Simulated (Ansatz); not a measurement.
# Ge: the cost of one run

Method: DFT PBE, scalar-relativistic, plane waves, PAW, in Ansatz 0.2.0.

2 further runs of the same task are left out: 1 that didn't finish, 1 set aside as unsound or not needed.

## (1) Starting point

It takes space group Fmmm (No. 69, orthorhombic). Conventional cell: a = 5.261 Å, b = 5.771 Å, c = 10.231 Å, α = 90.00°, β = 90.00°, γ = 90.00°. Ge (site symmetry mm2) has 6 Ge at 2.71 to 2.96 Å as nearest neighbours. Ge (site symmetry m2m) is surrounded by 5 Ge at 2.61 to 2.73 Å.

Coordinates:

```xyz
4
Lattice="0.0000 2.8857 5.1157 2.6305 0.0000 5.1157 2.6305 2.8857 0.0000" Properties=species:S:1:pos:R:3 pbc="T T T"
Ge    2.6305    2.8857    7.9995
Ge    2.6305    2.8857    2.2318
Ge    2.6305    1.5786    5.1157
Ge    2.6305    4.1929    5.1157
```

The structure comes from the Materials Project (structure only).

(A quick probe on a coarse mesh, which set the mesh and smearing, is not shown.)

## (3) Full relaxation

Contents of input.yaml:

```yaml
crystal:
  lattice:
    - [0.0, 2.88574, 5.115665]
    - [2.630497, 0.0, 5.115665]
    - [2.630497, 2.88574, 0.0]
  atoms:
    - { symbol: Ge, position: [0.781867, 0.781867, 0.218133] }
    - { symbol: Ge, position: [0.218133, 0.218133, 0.781867] }
    - { symbol: Ge, position: [0.27351, 0.72649, 0.27351] }
    - { symbol: Ge, position: [0.72649, 0.27351, 0.72649] }
basis:
  ecutwfc: 420
kpoints:
  mp_grid: { grid: [12, 12, 12] }
hamiltonian:
  xc: pbe
scf:
  occupations: { method: gaussian, width: 0.1 }
output:
  forces: true
  stress: true
  eigenvalues: true
  write_density: true
  write_potential: true
  elf: true
  volumetric_format: npy
relax:
  adjacent_minimum: "off"
  f_tol: 0.005
  max_steps: 80
  cell: { stress_tol: 0.05 }
```

Launch:

```console
$ ansatz run input.yaml --threads 1 --pin off --max-ram 2560MiB --backend cpu --events-out ev --progress --plain --runs-dir out
```

Q: Estimate wall time and peak memory on 1 thread of Intel Xeon Platinum 8259CL at 2.50GHz (Skylake/Cascade Lake), shared host.

About 4.3 min, with a peak of 0.83 GiB.
